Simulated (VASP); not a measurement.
# RbBr (Fm-3m) in VASP: notebook

One crystal, RbBr, is run at these levels: r2SCAN; tasks: single point.

All numbers are computed with VASP 6.6.1; they aren't measurements. Logs are shortened: lines on timing, memory, paths and dates and some standing lists are left out, and cuts for length are marked.

### Step 1. Starting point

The structure is cubic, space group Fm-3m (No. 225). The conventional cell has a = 6.854 Å, b = 6.854 Å, c = 6.854 Å, α = 90.00°, β = 90.00°, γ = 90.00°. Rb (site symmetry m-3m) is surrounded by 6 Br at 3.43 Å. Around Br (site symmetry m-3m) lie 6 Rb at 3.43 Å.

### Step 2. Single point, r2SCAN

File INCAR:

```
PREC     = Accurate       # precision mode
ENCUT    = 400            # plane-wave cutoff, eV
EDIFF    = 1E-6           # SCF threshold, eV
ISMEAR   = 0              # smearing method
SIGMA    = 0.5            # smearing width, eV
LREAL    = False          # projectors in reciprocal space
LASPH    = True           # aspherical terms in the spheres
NELM     = 100            # most SCF steps
ALGO     = Normal         # electronic algorithm
ISIF     = 2              # what is computed and relaxed
LWAVE    = False          # write WAVECAR
LCHARG   = False          # write CHGCAR
METAGGA  = R2SCAN         # meta-GGA
LMIXTAU  = True         
NBANDS   = 15             # bands
ADDGRID  = False
```

File KPOINTS:

```
Automatic mesh
0
Gamma
  6 6 6
```

File POSCAR:

```
RbBr
1.0
    0.0000000000      3.4270000000      3.4270000000
    3.4270000000      0.0000000000      3.4270000000
    3.4270000000      3.4270000000      0.0000000000
Rb Br
1 1
Direct
    0.0000000000      0.0000000000      0.0000000000
    0.5000000000      0.5000000000      0.5000000000
```

Potentials or basis: VASP PAW PBE potentials, release 64 (Rb_sv, Br).

Command:

```
$ cat potpaw_PBE.64/Rb_sv/POTCAR potpaw_PBE.64/Br/POTCAR > POTCAR
$ mpirun -np 1 vasp_std > vasp.out
```

OUTCAR:

```text
PREC = Accurate
   ENCUT = 400
   EDIFF = 1E-6
   ISMEAR = 0
   LREAL = False
   LASPH = True
   NELM = 100
   ISIF = 2
   METAGGA = R2SCAN

 Found     16 irreducible k-points:

 Following reciprocal coordinates:
            Coordinates               Weight
  0.000000  0.000000  0.000000      1.000000
  0.166667  0.000000  0.000000      8.000000
  0.333333  0.000000  0.000000      8.000000
  0.500000  0.000000  0.000000      4.000000
  0.166667  0.166667  0.000000      6.000000
  0.333333  0.166667  0.000000     24.000000
   k-points           NKPTS =     16   k-points in BZ     NKDIM =     16   number of bands    NBANDS=     15
   number of dos      NEDOS =    301   number of ions     NIONS =      2
   total plane-waves  NPLWV =  32768
   dimension x,y,z NGX =    32 NGY =   32 NGZ =   32
   dimension x,y,z NGXF=    64 NGYF=   64 NGZF=   64
   ions per type =               1   1
   NGX,Y,Z   is equivalent  to a cutoff of  10.98, 10.98, 10.98 a.u.
   NGXF,Y,Z  is equivalent  to a cutoff of  21.95, 21.95, 21.95 a.u.
 SYSTEM =  unknown system
   PREC   = accura    normal or accurate (medium, high low for compatibility)
   ISTART =      0    job   : 0-new  1-cont  2-samecut
   ICHARG =      2    charge: 1-file 2-atom 10-const
   ISPIN  =      1    spin polarized calculation?
   LNONCOLLINEAR =      F non collinear calculations
   LSORBIT =      F    spin-orbit coupling
   LASPH  =      T    aspherical Exc in radial PAW
   ENCUT  =  400.0 eV  29.40 Ry    5.42 a.u.   7.90  7.90  7.90*2*pi/ulx,y,z
   NELM   =    100;   NELMIN=  2; NELMDL= -5     # of ELM steps
   EDIFF  = 0.1E-05   stopping-criterion for ELM
   LREAL  =      F    real-space projection
   EDIFFG = 0.1E-04   stopping-criterion for IOM
   NSW    =      0    number of steps for IOM
   IBRION =     -1    ionic relax: 0-MD 1-quasi-New 2-CG
   NFREE  =      0    steps in history (QN), initial steepest desc. (CG)
   ISIF   =      2    stress and relaxation
   ISYM   =      2    0-nonsym 1-usesym 2-fastsym
   POTIM  = 0.5000    time-step for ionic-motion
   TEBEG  =    0.0;   TEEND  =   0.0 temperature during run
   PSTRESS=    0.0 pullay stress
   NELECT =      16.0000    total number of electrons
   NUPDOWN=      -1.0000    fix difference up-down
   EMIN   =  10.00;   EMAX   =-10.00  energy-range for DOS
   EFERMI =   0.00;   METHOD = LEGACY
   ISMEAR =     0;   SIGMA  =   0.50  broadening in eV -4-tet -1-fermi 0-gaus
   EFERMI_NEDOS =   21; number of points for ismear=-14 and -15
   IALGO  =     38    algorithm
   IMIX   =      4    mixing-type and parameters
     AMIX     =   0.40;   BMIX     =  1.00
     AMIX_MAG =   1.60;   BMIX_MAG =  1.00
  volume/ion in A,a.u.               =      40.25       271.61
  Fermi-wavevector in a.u.,A,eV,Ry     =   0.955412  1.805467 12.419564  0.912812
  Thomas-Fermi vector in A             =   2.084247
   LORBIT       =      0    0 simple, 1 ext, 2 COOP (PROOUT), +10 PAW based schemes
   METAGGA = R2SCAN    functional components
   LHFCALC =     F    Hartree Fock is set to
   AEXX    =    0.0000 exact exchange contribution
   IVDW    =     0    specifies the selected vdW correction
   LEPSILON=     F    determine dielectric tensor
   LRPA    =     F    only Hartree local field effects (RPA)
 non-spin polarized calculation
 Gauss-broadening in eV      SIGMA  =   0.50
  energy-cutoff  :      400.00
  volume of cell :       80.50
 maximum number of plane-waves:      1484
   NGX = 15   NGY = 15   NGZ = 15

 number of electron      15.9999999 magnetization

 Free energy of the ion-electron system (eV)
  ---------------------------------------------------
  ext. energy  EPLUGINS =         0.00000000
  ---------------------------------------------------
  free energy    TOTEN  =       -31.15149393 eV

  energy without entropy =      -31.15149393  energy(sigma->0) =      -31.15149393

 E-fermi :   0.1101     XC(G=0):  -7.6317

 val. band max:       -2.1586917350   @ k =   0.0000   0.0000   0.0000
 cond. band min:       2.8109741804   @ k =   0.0000   0.0000   0.0000
 fundamental gap:      4.9696659153
 Fermi energy:         0.1100691441

 k-point     1 :       0.0000    0.0000    0.0000
  band No.  band energies     occupation
      1     -27.3130      2.00000
      2     -14.7725      2.00000
      3     -10.8423      2.00000
      4     -10.8423      2.00000
      5     -10.8423      2.00000
      6      -2.1587      2.00000
      7      -2.1587      2.00000
      8      -2.1587      2.00000
      9       2.8110      0.00000
     10       5.7220      0.00000
     11       5.7220      0.00000
     12       5.7220      0.00000
     13       6.7921      0.00000
     14       6.7921      0.00000
     15       9.1820      0.00000

 k-point     2 :       0.1667    0.0000    0.0000
  band No.  band energies     occupation
      1     -27.3105      2.00000
      2     -14.7832      2.00000
      3     -10.8439      2.00000
      4     -10.8439      2.00000
      5     -10.8288      2.00000
      6      -2.4505      2.00000
      7      -2.2511      2.00000
      8      -2.2511      2.00000
      9       3.4434      0.00000
     10       5.5356      0.00000
     11       6.0640      0.00000
     12       6.0640      0.00000
     13       7.2096      0.00000
     14       7.2096      0.00000
     15      10.2630      0.00000

 k-point     3 :       0.3333    0.0000    0.0000
  band No.  band energies     occupation
      1     -27.3056      2.00000
      2     -14.8043      2.00000
      3     -10.8470      2.00000
      4     -10.8470      2.00000
      5     -10.8019      2.00000
      6      -2.9263      2.00000
      7      -2.4250      2.00000
      8      -2.4250      2.00000
      9       4.6473      0.00000
     10       5.6769      0.00000
     11       7.0197      0.00000
     12       7.0197      0.00000
     13       8.2482      0.00000
     14       8.2482      0.00000
     15      10.2874      0.00000

 k-point     4 :       0.5000    0.0000    0.0000
  band No.  band energies     occupation
      1     -27.3032      2.00000
      2     -14.8147      2.00000
      3     -10.8485      2.00000
      4     -10.8485      2.00000
      5     -10.7885      2.00000
      6      -3.1297      2.00000
      7      -2.5072      2.00000
      8      -2.5072      2.00000
      9       5.1323      0.00000
     10       6.1185      0.00000
     11       8.0658      0.00000
     12       8.0658      0.00000
     13       8.6985      0.00000
     14       8.6986      0.00000
     15       9.7210      0.00000

 k-point     5 :       0.1667    0.1667    0.0000
  band No.  band energies     occupation
      1     -27.3098      2.00000
      2     -14.7799      2.00000
      3     -10.8600      2.00000
      4     -10.8600      2.00000
      5     -10.8165      2.00000
      6      -2.5653      2.00000
      7      -2.2134      2.00000
      8      -2.2134      2.00000
      9       3.5558      0.00000
     10       5.0412      0.00000
     11       6.4390      0.00000
     12       6.4390      0.00000
     13       7.0160      0.00000
     14       7.6065      0.00000
     15      10.5211      0.00000

 k-point     6 :       0.3333    0.1667    0.0000
  band No.  band energies     occupation
      1     -27.3058      2.00000
      2     -14.7839      2.00000
      3     -10.8705      2.00000
      4     -10.8675      2.00000
      5     -10.8290      2.00000
      6      -2.8122      2.00000
      7      -2.3716      2.00000
      8      -2.3221      2.00000
      9       4.5024      0.00000
     10       4.9189      0.00000
     11       7.1957      0.00000
     12       7.3797      0.00000
     13       7.6131      0.00000
     14       8.2550      0.00000
     15      10.4260      0.00000

 [... further k-points ...]

------------------------ aborting loop because EDIFF is reached ----------------------------------------

  FORCE on cell =-STRESS in cart. coord.  units (eV):
  Direction    XX          YY          ZZ          XY          YZ          ZX
  --------------------------------------------------------------------------------------
  -------------------------------------------------------------------------------------
  Total        0.2369442      0.2369442      0.2369442      0.0000000      0.0000000     -0.0000000
  in kB        4.7161141      4.7161141      4.7161141      0.0000000      0.0000000     -0.0000000
  external PRESSURE =       4.7161141 kB  Pullay stress =       0.0000000 kB

 VOLUME and BASIS-vectors are now :
 -----------------------------------------------------------------------------
  energy-cutoff  :      400.00
  volume of cell :       80.50
      direct lattice vectors                 reciprocal lattice vectors
     0.000000000  3.427000000  3.427000000    -0.145900204  0.145900204  0.145900204
     3.427000000  0.000000000  3.427000000     0.145900204 -0.145900204  0.145900204
     3.427000000  3.427000000  0.000000000     0.145900204  0.145900204 -0.145900204

 POSITION                                       TOTAL-FORCE (eV/Angst)
 -----------------------------------------------------------------------------------
      0.00000      0.00000      0.00000         0.000000      0.000000     -0.000000
      3.42700      3.42700      3.42700         0.000000      0.000000      0.000000
 -----------------------------------------------------------------------------------
    total drift:                                0.000000     -0.000000     -0.000000

  FREE ENERGIE OF THE ION-ELECTRON SYSTEM (eV)
  ---------------------------------------------------
  free  energy   TOTEN  =       -31.1514939275 eV

  energy  without entropy=      -31.1514939275  energy(sigma->0) =      -31.15149393
```

Wall time 55 s (1 thread of Intel Xeon Platinum 8375C at 2.90GHz (Ice Lake), shared host); peak memory 0.18 GiB.

These settings aren't checked as converged: the numbers below hold their error.

What came out:

| Property | Result |
| --- | --- |
| Free energy | -31.1515 eV |
| Pressure | 0.5 GPa |
| Band gap on the k mesh | 4.97 eV, direct |

Caveat: the PAW data sets were made with another functional, which shifts forces and pressure a little.

### Step 3. Single point, r2SCAN

INCAR is that of step 2.

KPOINTS is that of step 2.

File POSCAR:

```
RbBr
1.0
    0.0000000000      3.4270000000      3.4270000000
    3.4270000000      0.0000000000      3.4270000000
    3.4270000000      3.4270000000      0.0000000000
Rb Br
1 1
Direct
   -0.0027730000      0.0260310000     -0.0127250000
    0.5081730000      0.5251300000      0.4723360000
```

Potentials or basis: VASP PAW PBE potentials, release 64 (Rb_sv, Br).

Command:

```
$ cat potpaw_PBE.64/Rb_sv/POTCAR potpaw_PBE.64/Br/POTCAR > POTCAR
$ mpirun -np 1 vasp_std > vasp.out
```

Run time: 4.4 min. Hardware: 1 thread of Intel Xeon Platinum 8375C at 2.90GHz (Ice Lake), shared host; peak memory 0.24 GiB.

The run converged, but some of its settings lie outside the range that counts as converged, so its numbers aren't taken as properties of the crystal.

What came out:

- Free energy: -31.1485 eV
- Pressure: 0.5 GPa
- Largest force: 0.091 eV/Å
- Band gap on the k mesh: 4.97 eV, direct

Caveat: the PAW data sets were made with another functional, which shifts forces and pressure a little.

### Step 4. For comparison

An earlier run on the cell as given: functional PBE; potentials or basis VASP PAW PBE potentials, release 64 (Rb_sv, Br); cutoff 520 eV; k mesh 7 × 7 × 7; occupations fermi-dirac, width 0.05 eV; no spin polarisation.

* Pressure: 1.0 GPa
* Band gap on the k mesh: 4.36 eV, direct
